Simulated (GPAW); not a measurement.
Runs of GPAW 26.7.0 on PbSe (Clausthalite). Symmetry: Fm-3m, No. 225, cubic system. Conventional cell: a = 6.121 Å, b = 6.121 Å, c = 6.121 Å, α = 90.00°, β = 90.00°, γ = 90.00°. Pb (site symmetry m-3m) is surrounded by 6 Se at 3.06 Å. Se (site symmetry m-3m) has 6 Pb at 3.06 Å as nearest neighbours. 

```tsv
task	level	potentials or basis	cell	k mesh	cutoff (eV)	maxiter	band path	band points	optimizer	fmax	other keys	gap on the mesh (eV)	pressure (GPa)	V0 of scaled cells (Å³/atom)	B0 (GPa)
equation of state	PBEsol+D3(BJ)	PAW data sets generated in the run's folder for this functional, pw	as given	6 × 6 × 6	600	150	-	-	-	-	-	-	-	27.08	55
band structure	PBE	PAW data sets generated in the run's folder for this functional, pw	as given	6 × 6 × 6	600	150	GXWKGLUWLK,UX	60	-	-	-	0.24	2.2	-	-
equation of state	LDA	the program's PAW data sets (release 1.2.1) made for this functional, pw	as given	6 × 6 × 6	600	150	-	-	-	-	-	-	-	27.34	55
single point	TB-mBJ	GPAW PAW data sets for LDA (gpaw-data 1.2.1), pw	as given	6 × 6 × 6	600	150	-	-	-	-	-	0.77	-	-	-
relaxation of cell and atoms	PBEsol	PAW data sets generated in the run's folder for this functional, pw	relaxed to 20 GPa	8 × 8 × 8	600	150	-	-	BFGS	0.02 eV/Å	-	(a)	20.0	-	-
single point	PBE	GPAW PAW data sets (gpaw-data 1.2.1), pw	as given	6 × 6 × 6	900	50	-	-	-	-	several, not listed	0.24	2.2	-	-
```

Alike in all rows: no spin polarisation; smearing fermi-dirac 0.05 eV.

Question: Estimate the missing entries.

Answer: (a) 0.83.

Caveats: spin-orbit coupling is left out, which as a rule narrows the gap of such compounds by several tenths of an eV (some runs); a model potential gives levels but no total energy (some runs); the PAW data sets were made with another functional, which shifts forces and pressure a little (some runs); later steps reuse the first step's grids (some runs); the volume moved by over 15 % at a fixed basis, so the end points are rough (some runs).

A k mesh can miss the band edges, and the runs leave out spin-orbit coupling on Pb, Se.
